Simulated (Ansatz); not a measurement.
Elastic constants of CdTe at 11 GPa (stress–strain coefficients): input and output

Method: Ansatz, DFT PBEsol, scalar-relativistic, plane waves, PAW.

Launched with:
```bash
ansatz run input.yaml --threads 1 --pin off --max-ram 3072MiB --backend cpu --events-out ev --progress --plain --runs-dir out
```

Input (bare energies are in eV):
```yaml
crystal:
  lattice:
    - [0.0, 3.0608676688, 3.0608676688]
    - [3.0608676688, 0.0, 3.0608676688]
    - [3.0608676688, 3.0608676688, 0.0]
  atoms:
    - { symbol: Cd, position: [0.0, 0.0, 0.0] }
    - { symbol: Te, position: [0.75, 0.75, 0.75] }
basis:
  ecutwfc: 420
kpoints:
  mp_grid: { grid: [8, 8, 8] }
hamiltonian:
  xc: pbesol
scf:
  occupations: { method: fixed }
output:
  forces: true
  stress: true
  eigenvalues: true
  polarization: {}
elastic:
  mode: relaxed_ion
  stencil: two_point
```

From the output:
```
--- Elastic constants: 2 strain directions × 2 members + reference (group order 24) ---
  dense FFT box of the reference and of every strained cell: 30×30×30
  strains applied: 11, 23; error gains: componentwise 1.00 (the most a stress slope's error grows in a printed constant), spectral 1.73 (1 for all six strains in a standard setting)
  C = ∂σ_k/∂η_j (tension-positive GPa; Voigt order 11 22 33 23 13 12):
        93.516     87.032     87.032     -0.000     -0.000     -0.000
        87.032     93.516     87.032     -0.000      0.000      0.000
        87.032     87.032     93.516     -0.000      0.000      0.000
         0.000      0.000      0.000     11.137     -0.000     -0.000
        -0.000     -0.000      0.000      0.000     11.137     -0.000
        -0.000      0.000     -0.000     -0.000     -0.000     11.137
  reference stress σ⁰ (GPa):    -10.997    -10.997    -10.997     -0.000     -0.000     -0.000
  C* (energy form; C + prestress term) asymmetry max|C*_kj − C*_jk| = 1.421e-14 GPa — a small one proves nothing (zero by symmetry where the batch's group is 432, −43m or m−3m); a large one is finite-difference/SCF noise where every solve ...
  moduli (Voigt/Reuss/Hill, GPa): K = 89.19/89.19/89.19   G = 7.98/5.64/6.81   E = 19.92   ν = 0.463
  mechanically stable: yes (min eigenvalue of sym C = 6.48 GPa)
  e, the proper piezoelectric tensor (elastic.mode: relaxed_ion; C/m²; rows x y z; Voigt order 11 22 33 23 13 12):
      -0.00000    0.00000    0.00000   -0.32420   -0.00000   -0.00000
      -0.00000   -0.00000   -0.00000    0.00000   -0.32420    0.00000
      -0.00000    0.00000    0.00000   -0.00000    0.00000   -0.32420
  ±, each entry's uncertainty from the finite density of the strings (C/m²), an estimate: the size of the correction for it that the entry includes:
       0.00000    0.00000    0.00000    0.00485    0.00000    0.00000
       0.00000    0.00000    0.00000    0.00000    0.00485    0.00000
       0.00000    0.00000    0.00000    0.00000    0.00000    0.00485
  the group's symmetry takes up to 1.7e-8 C/m² out of the measured responses: error of the strings' finite density and of the mesh across them, as far as it breaks the symmetry (raise kpoints.mp_grid and any string_points); the largest step ...
  strain η (Voigt 11):  stress-route row diagonal C_11 = 93.52 GPa, energy-path curvature d²(F+E_count+ΔE)/dδ²/Ω₀ = 93.69 GPa
         δ    σ_11 (GPa) F (eV) n_scf n_hpsi n_pw
    -2.000e-3     -11.1840      -15086.0172512       9   28109   1139   relax 0 steps, max|allowed force component| 6.25e-17 eV/Å
     2.000e-3     -10.8099      -15086.0329992       9   28283   1139   relax 0 steps, max|allowed force component| 6.94e-18 eV/Å
  strain η (Voigt 23):  stress-route row diagonal C_44 = 11.14 GPa, energy-path curvature d²(F+E_count+ΔE)/dδ²/Ω₀ = 16.77 GPa
         δ    σ_23 (GPa) F (eV) n_scf n_hpsi n_pw
    -2.000e-3      -0.0223      -15086.0251810       3   22240   1139   relax 3 steps, max|allowed force component| 4.35e-7 eV/Å
     2.000e-3       0.0223      -15086.0251810       3   22327   1139   relax 3 steps, max|allowed force component| 4.35e-7 eV/Å
--- Formal polarisation (Berry phase): one branch of a lattice of values; only differences between neighbouring runs are physical ---
  axis mesh electronic ionic p = total spread (rad) least overlap resolved gap  δp at fixed H ≤   (phases in cycles; p mod 2; gap in eV; gap and δp judge the states as solved, not the mesh's step, its ...
  b1    8×8×8           0.50000000    12.00000000    12.50000000      0.279943         0.8097        1.1725           6.8e-6
  b2    8×8×8           0.50000000    12.00000000    12.50000000      0.279943         0.8097        1.1725           6.8e-6
  b3    8×8×8           0.50000000    12.00000000    12.50000000      0.279943         0.8097        1.1725           6.8e-6
  quantum along a1:   0.15094749 e/Å² =   241.844538 µC/cm²
  quantum along a2:   0.15094749 e/Å² =   241.844538 µC/cm²
  quantum along a3:   0.15094749 e/Å² =   241.844538 µC/cm²
  P = (  1.33419990,   1.33419990,   1.33419990) e/Å² = ( 2137.623910,  2137.623910,  2137.623910) µC/cm²  (mod the quanta)
```

It took 49 s on 1 thread of AMD EPYC 9R45 96-Core Processor (Zen 5), on a shared host, peak memory 0.59 GiB.

Spin–orbit coupling is left out, which matters for heavy elements. The real crystal has changed phase below this pressure.